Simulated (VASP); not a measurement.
# CsI (Pm-3m) in VASP: further runs, part 2 of 2

VASP 6.6.1. Earlier steps stand in the parts before.

### Step 3. Electric field gradients, r2SCAN (volume scaled by 1.05, crystal datasets)

The input, POSCAR:

```
CsI
1.0
    4.7417044806      0.0000000000      0.0000000000
    0.0000000000      4.7417044806      0.0000000000
    0.0000000000      0.0000000000      4.7417044806
Cs I
1 1
Direct
    0.0000000000      0.0000000000      0.0000000000
    0.5000000000      0.5000000000      0.5000000000
```

The input, INCAR.step1:

```
PREC = Accurate
ENCUT = 520
ISMEAR = -1
SIGMA = 0.02
LREAL = F
LASPH = T
NELM = 100
NBANDS = 15
GGA = PE
ALGO = Normal
EDIFF = 1E-4
LWAVE = T
LCHARG = F
```

The input, INCAR.step2:

```
PREC = Accurate
ENCUT = 520
EDIFF = 1E-8
ISMEAR = -1
SIGMA = 0.02
LREAL = F
LASPH = T
NELM = 100
ALGO = Normal
ISIF = 2
LWAVE = F
LCHARG = F
METAGGA = R2SCAN
LMIXTAU = T
LEFG = T
NBANDS = 15
ISTART = 1
```

The input, KPOINTS:

```
regular mesh
0
Gamma
  7 7 7
```

Potentials or basis: VASP PAW PBE potentials, release 64 (Cs_sv, I).

The run is started by

```console
> cat potpaw_PBE.64/Cs_sv/POTCAR potpaw_PBE.64/I/POTCAR > POTCAR
> cp INCAR.step1 INCAR
> mpirun -np 1 vasp_std > vasp.out
> cp INCAR.step2 INCAR
> mpirun -np 1 vasp_std > vasp.out
```

OUTCAR:

```text
PREC = Accurate
   ENCUT = 520
   EDIFF = 1E-8
   ISMEAR = -1
   LREAL = F
   LASPH = T
   NELM = 100
   ISIF = 2
   METAGGA = R2SCAN
   ISTART = 1

 ion  position               nearest neighbor table
   1  0.000  0.000  0.000-
   2  0.500  0.500  0.500-

  LATTYP: Found a simple cubic cell.
 ALAT       =     4.7417044806

  Lattice vectors:

 A1 = (   4.7417044806,   0.0000000000,   0.0000000000)
 A2 = (   0.0000000000,   4.7417044806,   0.0000000000)
 A3 = (   0.0000000000,   0.0000000000,   4.7417044806)

Analysis of symmetry for initial positions (statically):
=====================================================================
 Subroutine PRICEL returns:
 Original cell was already a primitive cell.

 Routine SETGRP: Setting up the symmetry group for a
 simple cubic supercell.

[... 541 lines left out ...]
  energy-cutoff  :      520.00
  volume of cell :      106.61
      direct lattice vectors                 reciprocal lattice vectors
     4.741704481  0.000000000  0.000000000     0.210894627  0.000000000  0.000000000
     0.000000000  4.741704481  0.000000000     0.000000000  0.210894627  0.000000000
     0.000000000  0.000000000  4.741704481     0.000000000  0.000000000  0.210894627

 POSITION                                       TOTAL-FORCE (eV/Angst)
 -----------------------------------------------------------------------------------
      0.00000      0.00000      0.00000         0.000000      0.000000      0.000000
      2.37085      2.37085      2.37085         0.000000      0.000000      0.000000
 -----------------------------------------------------------------------------------
    total drift:                                0.000000      0.000000      0.000000

  FREE ENERGIE OF THE ION-ELECTRON SYSTEM (eV)
  ---------------------------------------------------
  free  energy   TOTEN  =       -53.1037881218 eV

  energy  without entropy=      -53.1037881218  energy(sigma->0) =      -53.10378812

 Electric field gradients (V/A^2)
---------------------------------------------------------------------
 ion       V_xx      V_yy      V_zz      V_xy      V_xz      V_yz
---------------------------------------------------------------------
   1       0.000     0.000    -0.000    -0.000    -0.000     0.000
   2      -0.000    -0.000    -0.000     0.000    -0.000     0.000
---------------------------------------------------------------------

 Electric field gradients after diagonalization (V/A^2)
 (convention: |V_zz| > |V_xx| > |V_yy|)
----------------------------------------------------------------------
 ion       V_xx      V_yy      V_zz     asymmetry (V_yy - V_xx)/ V_zz
----------------------------------------------------------------------
   1       0.000     0.000    -0.000       0.042
   2      -0.000    -0.000    -0.000      -0.100
----------------------------------------------------------------------

           NMR quadrupolar parameters

 Cq : quadrupolar parameter    Cq=e*Q*V_zz/h
 eta: asymmetry parameters     (V_yy - V_xx)/ V_zz
 Q  : nuclear electric quadrupole moment in mb (millibarn)
----------------------------------------------------------------------
 ion       Cq(MHz)       eta       Q (mb)
----------------------------------------------------------------------
   1      -0.000       0.042       1.000
   2      -0.000      -0.100       1.000
----------------------------------------------------------------------
```

OUTCAR.step1:

```text
PREC = Accurate
   ENCUT = 520
   ISMEAR = -1
   LREAL = F
   LASPH = T
   NELM = 100
[... 573 lines left out ...]
 -----------------------------------------------------------------------------------
      0.00000      0.00000      0.00000         0.000000      0.000000      0.000000
      2.37085      2.37085      2.37085         0.000000      0.000000      0.000000
 -----------------------------------------------------------------------------------
    total drift:                               -0.000000      0.000000      0.000000

  FREE ENERGIE OF THE ION-ELECTRON SYSTEM (eV)
  ---------------------------------------------------
  free  energy   TOTEN  =        -5.4369384840 eV

  energy  without entropy=       -5.4369384840  energy(sigma->0) =       -5.43693848
```

It took 76 s on 1 thread of Intel Xeon Platinum 8488C (Sapphire Rapids), shared host; peak memory 0.22 GiB.

Results:

```
Free energy            : -53.1038 eV
Pressure               : -0.8 GPa
Band gap on the k mesh : 4.23 eV, indirect (least direct gap 4.32 eV)
```

Levels at points of the mesh, in eV from the valence-band top:
| k point | band 5 | band 6 | band 7 | band 8 | band 9 | band 10 | band 11 | band 12 |
| --- | --- | --- | --- | --- | --- | --- | --- | --- |
| (0.00, 0.00, 0.00) | -7.44 | -0.08 | -0.08 | -0.08 | 4.23 | 4.78 | 4.78 | 8.18 |

Electric field gradients, principal values (V/Å²):
```tsv
atom	Vxx	Vyy	Vzz
1 Cs	0.000	0.000	0.000
2 I	0.000	0.000	0.000
```

Caveat: the PAW data sets were made with another functional, which shifts forces and pressure a little; spin-orbit coupling is left out, which moves the levels of the heavy elements; an odd mesh through Γ misses points on the zone boundary, where band edges often lie.
